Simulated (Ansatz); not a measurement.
# Band table of SiNi (begun as WC type, now distorted WC)

```
CELL_PARAMETERS angstrom
2.23327 0.00000 0.00000
-1.11664 1.93407 0.00000
0.00000 0.00000 3.33454
ATOMIC_POSITIONS crystal
Ni 0.00000 0.00000 0.00000
Si 0.33333 0.66667 0.50000
```

The cell comes from a relaxation on PAW files under the same functional, begun from a prototype that needn't be the stable phase.

All numbers are PBE results (scalar-relativistic) from Ansatz 0.2.0, with a Γ-centred 14×14×13 k mesh, Fermi–Dirac smearing of 0.1 eV, no spin polarisation. Methods: LAPW: all electrons, basis error target 1 meV/atom.

This run: volume at 0.55 of the series' base cell.

Spin polarisation is left out, though a magnetic state may lie lower.

Path points, in fractions of the reciprocal vectors: Γ (0.000, 0.000, 0.000), M (0.500, 0.000, 0.000), K (0.333, 0.333, 0.000), A (0.000, 0.000, 0.500), L (0.500, 0.000, 0.500), H (0.333, 0.333, 0.500). Levels in eV from the Fermi level; bands 9 to 17, counted from the lowest band of the run. The gap is zero, the pressure 243.1 GPa.

```
# k(1/Å) point b9 b10 b11 b12 b13 b14 b15 b16 b17
0.000 Γ -19.39 -8.64 -6.96 -4.64 -4.64 -3.26 -3.26 1.59 13.90
0.406 - -18.78 -8.18 -7.25 -5.02 -4.26 -3.38 -2.60 1.73 9.33
0.812 - -17.00 -7.74 -7.35 -5.75 -3.66 -3.27 -1.04 1.82 4.15
1.218 - -14.26 -8.07 -7.62 -6.72 -3.94 -2.13 -0.02 0.92 3.81
1.624 M -11.70 -9.45 -8.18 -7.42 -4.05 -1.59 -0.39 2.16 4.60
1.859 - -11.52 -9.35 -8.08 -7.36 -4.36 -1.78 -0.38 2.59 3.98
2.093 - -11.00 -9.07 -7.77 -7.29 -5.07 -2.19 -0.40 2.09 3.67
2.328 - -10.20 -8.73 -7.50 -7.30 -5.88 -2.62 -0.41 0.41 5.03
2.562 K -9.43 -8.71 -7.92 -6.83 -6.46 -2.80 -0.34 -0.24 5.96
3.031 - -12.70 -7.63 -7.37 -6.91 -5.22 -2.51 0.11 1.12 2.98
3.500 - -16.24 -7.77 -6.98 -6.16 -4.07 -2.89 -0.20 1.95 3.29
3.969 - -18.58 -8.04 -7.32 -5.15 -4.13 -3.44 -2.38 1.77 8.69
4.438 Γ -19.39 -8.64 -6.96 -4.64 -4.64 -3.26 -3.26 1.59 13.90
4.673 - -19.20 -9.50 -6.71 -4.63 -4.63 -3.28 -3.28 2.42 14.07
4.909 - -18.65 -11.13 -6.45 -4.63 -4.63 -3.34 -3.34 4.42 14.46
5.144 - -17.90 -12.67 -6.32 -4.63 -4.63 -3.39 -3.39 6.66 14.84
5.380 A -17.48 -13.39 -6.27 -4.62 -4.62 -3.41 -3.41 7.81 14.99
5.786 - -16.97 -12.73 -6.05 -4.97 -4.25 -3.89 -3.55 8.26 10.41
6.192 - -15.50 -10.94 -5.93 -5.20 -5.09 -3.87 -3.26 4.41 9.76
6.598 - -13.23 -8.94 -6.96 -5.95 -4.61 -4.18 -2.12 0.71 5.96
7.004 L -11.27 -8.81 -8.40 -4.98 -4.43 -4.30 -1.59 -0.53 3.40
7.239 - -11.12 -8.72 -8.21 -4.95 -4.71 -4.54 -1.15 -0.53 3.41
7.473 - -10.67 -8.45 -7.72 -5.30 -5.20 -4.83 -0.57 -0.12 3.43
7.708 - -9.99 -8.15 -7.14 -6.14 -5.75 -4.74 -0.70 1.20 3.48
7.942 H -9.40 -8.20 -6.88 -6.65 -5.87 -4.70 -0.81 2.58 2.95
8.411 - -11.94 -7.53 -6.44 -6.36 -5.94 -4.82 -0.54 0.19 4.52
8.880 - -14.86 -10.18 -5.99 -5.33 -5.11 -4.48 -2.66 3.67 7.12
9.349 - -16.80 -12.52 -5.98 -5.08 -4.11 -4.00 -3.63 8.33 9.60
9.818 A -17.48 -13.39 -6.27 -4.62 -4.62 -3.41 -3.41 7.81 14.99
```
